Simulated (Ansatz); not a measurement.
An Ansatz input (plane waves, PAW) for PtSe2 that has something wrong with it:

```yaml
crystal:
  lattice:
    - [3.749235205593, 0.0, 0.0]
    - [-1.874617602796, 3.246932932806, 0.0]
    - [0.0, 0.0, 6.5290296326]
  atoms:
    - { symbol: Pt, position: [0.0, 0.0, 0.0] }
    - { symbol: Se, position: [0.3333333333333, 0.6666666666667, 0.2006362891] }
    - { symbol: Se, position: [0.6666666666667, 0.3333333333333, 0.7993637109] }
basis:
  ecutwfc: 420
  ecutrho_ratio: 4
kpoints:
  mp_grid: { grid: [0, 8, 4] }
hamiltonian:
  xc: pbe
scf:
  occupations: { method: gaussian, width: 0.05 }
  max_iter: 50
output:
  forces: true
  stress: true
magnetization:
  noncollinear: true
  spin_orbit: true
```

Launched as:
```sh
ansatz run input.yaml --threads 4 --pin off --max-ram 7168MiB --backend cpu --events-out ev --progress --plain --runs-dir out
```

What is wrong with it?

A k-mesh with a zero. Against the sound input: kpoints.mp_grid.grid: [8, 8, 4] → [0, 8, 4] (the cap on iterations is only a precaution).

What the program printed:

```
Error: invalid value for `kpoints.mp_grid.grid`: each dimension must be in 1..=255
```

The input was refused before any iteration. Run time: 0.08 s on 4 threads of Intel(R) Xeon(R) 6975P-C (Granite Rapids) (shared host), peak memory 0.12 GiB. The run before the change (PBE with spin–orbit coupling, 420 eV, 8×8×4 mesh) gave:

```tsv
run	P (GPa)	gap on the mesh (eV)	cell moment (μB)	largest force component (eV/Å)
sound	0.0	0.86	0.00 (no moment typed)	0.001
```

The chain of runs began from a cell as deposited in COD, expanded in volume. Of that entry: the entry's cell lengths or inner coordinates differ somewhat from later room-temperature determinations. The relaxation kept the space group but changed the cell's proportions, one axis by 18 % at equal volume, so the results may not describe the measured structure. The database's entry of this formula in the relaxed cell's space group, P-3m1, has axes of 3.728 × 3.728 × 5.031 Å and 20.18 Å³/atom (1965), the relaxed one 3.749 × 3.749 × 6.529 Å and 26.49.

Of that run: Kohn–Sham gaps of semilocal functionals lie under measured ones, often by a third or more. The structure is built of weakly bound layers, and this functional has no dispersion term, so their spacing and all that hangs on it (volume, the soft elastic constants, low modes, dielectric constants) are poorly given.
